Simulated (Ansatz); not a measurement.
Crystal: Ga.

```
Ga
1.0
     1.38300   -4.02650    0.00000
     1.38300    4.02650    0.00000
    -0.11745    0.00000    3.32993
Ga
2
Direct
  0.13100 0.86900 0.75000
  0.86900 0.13100 0.25000
```

This isn't the form of Ga at room conditions, which is orthorhombic.

| Property | Result |
| --- | --- |
| Program | Ansatz 0.2.0 |
| Task | relaxation of cell and atoms |
| Functional | PBE |
| Dispersion | D3(BJ) |
| Potentials or basis | Ansatz PAW |
| Cutoff | 420 eV (not typed: the program's choice for these potentials) |
| k mesh | 10 × 10 × 8 |
| Occupations | fermi-dirac, width 0.05 eV |
| Spin | no spin polarisation |

At the start: volume 18.54 Å³/atom.

Task: Where does the relaxation end?

Result: It ends after 10 steps and the volume is 18.19 Å³/atom (-1.9 %); space group Cmcm (No. 63, to 0.05 Å).

The path:
| step | energy change (eV) | largest force (eV/Å) | volume (Å³) |
| --- | --- | --- | --- |
| 1 | 0.0000 | 0.2020 | 37.09 |
| 2 | -0.0136 | 0.0312 | 36.01 |
| 3 | -0.0180 | 0.0243 | 36.09 |
| 4 | -0.0205 | 0.0047 | 36.37 |
| 5 | -0.0207 | 0.0020 | 36.35 |
| 6 | -0.0207 | 0.0008 | 36.36 |
| 7 | -0.0208 | 0.0023 | 36.38 |
| 8 | -0.0205 | 0.0024 | 36.38 |
| 9 | -0.0205 | 0.0019 | 36.38 |
| 10 | -0.0205 | 0.0019 | 36.38 |

Final structure:
```
Ga
1.0
     1.41795   -4.03703    0.02656
     1.41795    4.03703    0.02656
    -0.05647    0.00000    3.17681
Ga
2
Direct
  0.13502 0.86498 0.75000
  0.86498 0.13502 0.25000
```

Caveat: the plane-wave basis is chosen anew once the cell has moved, so the energies of steps on either side of that aren't comparable; pairwise dispersion overbinds metals, which lowers pressure and volume.
